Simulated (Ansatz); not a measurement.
The system is CsPbCl3.

```
CELL_PARAMETERS angstrom
5.60500 0.00000 0.00000
0.00000 5.60500 0.00000
0.00000 0.00000 5.60500
ATOMIC_POSITIONS crystal
Pb 0.50000 0.50000 0.50000
Cs 0.00000 0.00000 0.00000
Cl 0.50000 0.00000 0.50000
Cl 0.00000 0.50000 0.50000
Cl 0.50000 0.50000 0.00000
```

- Program: Ansatz 0.2.0
- Task: single point
- Functional: PBEsol
- Potentials or basis: Ansatz PAW
- Cutoff: 420 eV (not typed: the program's choice for these potentials)
- k mesh: 5 × 5 × 5
- Occupations: fermi-dirac, width 0.05 eV
- Spin: no spin polarisation

On this cell: pressure 0.1 GPa; largest force zero by symmetry; band gap on the k mesh 2.85 eV, direct.

The same run follows on a disturbed copy (atoms moved at random, drawn with an rms of 0.05 Å):

```
Pb Cs Cl
1.0
     5.60500    0.00000    0.00000
     0.00000    5.60500    0.00000
     0.00000    0.00000    5.60500
Pb Cs Cl
1 1 3
Direct
  0.49379 0.49867 0.50007
  0.99308 0.00081 0.00093
  0.49719 0.00322 0.50560
  0.99688 0.50060 0.50076
  0.50141 0.50333 0.00266
```

What changes?

The energy moves by +0.3 meV/atom; pressure 0.2 GPa; largest force 0.086 eV/Å; band gap on the k mesh 2.83 eV, direct.

Forces in eV/Å, atoms in the order of the input:
```
Pb   0.047  0.062  0.037
Cs  -0.007 -0.003 -0.004
Cl  -0.002 -0.054 -0.003
Cl  -0.034 -0.002 -0.001
Cl  -0.004 -0.003 -0.029
```

Caveats: odd divisions of the mesh miss points on the zone boundary, where band edges often lie, so the gap on the mesh can be too wide; spin-orbit coupling is left out, which as a rule narrows the gap of such compounds by several tenths of an eV; the PAW data sets come from PBE, with cores solved anew for the run's functional, which leaves a small shift of forces and pressure.

A k mesh can miss the band edges.
